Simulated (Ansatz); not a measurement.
An input for Ansatz 0.2.0 (HfO2):

File input.yaml:

```yaml
crystal:
  lattice:
    - [0.037685, 2.540019, 2.510317]
    - [2.580745, -0.018809, 2.566812]
    - [2.571256, 2.587025, -0.009321]
  atoms:
    - { symbol: Hf, position_ang: [0.0, 0.0, 0.0], spin: 0.5 }
    - { symbol: O, position_ang: [3.8922645, 3.83117625, 3.800856] }
    - { symbol: O, position_ang: [1.2974215, 1.27705875, 1.266952] }
kpoints:
  mp_grid: { grid: [6, 6, 6] }
scf:
  occupations: { method: cold, width: 0.15 }
  lower_state_search: "off"
hamiltonian:
  xc: pbesol
  pseudopotentials: { kind: all_electron, datasets: crystal }
  hubbard:
    occupation_matrices:
      s0_up:
        matrix:
          - [0.020955, 0.00033, -0.02625, 0.014162, -0.005094]
          - [0.00033, 0.020114, -0.009063, 0.00489, -0.001759]
          - [-0.02625, -0.009063, 0.741698, -0.389358, 0.140039]
          - [0.014162, 0.00489, -0.389358, 0.23006, -0.075552]
          - [-0.005094, -0.001759, 0.140039, -0.075552, 0.047173]
      s0_down:
        matrix:
          - [0.02, 0.0, 0.0, 0.0, 0.0]
          - [0.0, 0.02, 0.0, 0.0, 0.0]
          - [0.0, 0.0, 0.02, 0.0, 0.0]
          - [0.0, 0.0, 0.0, 0.02, 0.0]
          - [0.0, 0.0, 0.0, 0.0, 0.02]
    sites:
      - { site: 0, l: d, u_eff: 8, starting_ns: [{ spin: up, occupation_matrix: s0_up }, { spin: down, occupation_matrix: s0_down }] }
    double_counting: amf
    projectors: augmentation-sphere
magnetization:
  spin_polarized: true
output:
  forces: true
  stress: true
  eigenvalues: true
  write_potential: true
  volumetric_format: npy
```

Potentials or basis: all-electron PAW datasets made for the crystal.

Run with:

```bash
$ ansatz run input.yaml --threads 2 --pin off --max-ram 6144MiB --backend cpu --events-out ev --progress --plain --runs-dir out
```

How does this run end?

The run stopped without a result. It printed:

Output:

```text
Error: inconsistent input (hamiltonian.hubbard.sites[].starting_ns, hamiltonian.hubbard.projectors): no run on orbitals of augmentation spheres has been started from typed occupations: leave starting_ns out
```
